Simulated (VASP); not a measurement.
**Ti: relaxation of cell and atoms with PBE**

Crystal: Ti.

```
Ti
1.0
     0.00000    2.03000    2.03000
     2.03000    0.00000    2.03000
     2.03000    2.03000    0.00000
Ti
1
Direct
  0.00000 0.00000 0.00000
```

This isn't the form of Ti at room conditions, which is hcp.

```yaml
Program: VASP 6.6.1
Task: relaxation of cell and atoms
Functional: PBE
Potentials_or_basis: VASP PAW PBE potentials, release 64 (Ti_sv)
Cutoff: 520 eV
k_mesh: 18 × 18 × 18
Occupations: gaussian, width 0.1 eV
Spin: no spin polarisation
Further_INCAR_settings: ALGO = Normal; EDIFF = 1e-06; IBRION = 2; EDIFFG = -0.01; NSW = 90; ISIF = 3
```

```
Relaxed volume                         : 17.34 Å³/atom
Relaxed cell                           : a = 2.905 Å, b = 2.905 Å, c = 2.905 Å, α = 60.00°, β = 60.00°, γ = 60.00°
Space group after relaxing (to 0.05 Å) : Fm-3m (No. 225)
Energy gained by relaxing              : 7.5 meV/atom
Ionic steps                            : 3
Pressure after relaxing                : 0.0 GPa
Band gap on the k mesh                 : none (metal or under the smearing width)
```

Step by step:
```
step  energy change (eV)  largest force (eV/Å)  pressure (GPa)  volume (Å³)
   1              0.0000                0.0000            4.06        16.73
   2             -0.0038                0.0000           -2.61        17.78
   3             -0.0075                0.0000           -0.03        17.34
```

Final structure:
```yaml
crystal:
  lattice:
    - [0.00000, 2.05420, 2.05420]
    - [2.05420, 0.00000, 2.05420]
    - [2.05420, 2.05420, 0.00000]
  atoms:
    - { symbol: Ti, position: [0.00000, 0.00000, 0.00000] }
```

Levels at points of the mesh, in eV from the Fermi level:
```tsv
k point	band 4	band 5	band 6	band 7	band 8	band 9
(0.00, 0.00, 0.00)	-32.57	-6.10	0.88	0.88	0.88	2.51
(0.50, 0.00, 0.00)	-32.65	-2.59	0.64	0.76	0.76	3.58
(0.50, 0.50, 0.00)	-32.80	-2.58	-1.71	2.85	3.57	3.85
```

It took 42 s on 1 thread of Intel(R) Xeon(R) Platinum 8375C CPU @ 2.90GHz (Ice Lake) (shared host), peak memory 0.17 GiB.

PBE usually gives volumes a little too large and moduli too small. Zero-point motion and thermal expansion aren't in these numbers.
